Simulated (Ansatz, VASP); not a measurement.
# Two plane-wave programs on W

```
W
1.0
    -1.56767    1.56767    1.56767
     1.56767   -1.56767    1.56767
     1.56767    1.56767   -1.56767
W
1
Cartesian
  0.0000 0.0000 0.0000
```

Alike in both runs: functional LDA; k mesh 22 × 22 × 22; occupations fermi-dirac, width 0.08 eV; no spin polarisation.

Ansatz relaxed the structure, and its values are those at the end. VASP's run is a single point on that final structure, the one shown.

```csv
,VASP,Ansatz
version,VASP 6.6.1,Ansatz 0.2.0
potentials or method,"VASP PAW LDA potentials, release 64 (W_sv)","PAW with Ansatz's default frozen-core files, scalar-relativistic"
plane-wave cutoff (eV),520,420
valence electrons in the cell,14,14
```

|  | VASP | Ansatz | Ansatz less VASP |
| --- | --- | --- | --- |
| pressure (GPa) | 2.0 | 0.0 | -1.95 |

The runs have no spin-orbit coupling, so splittings on W are missing.
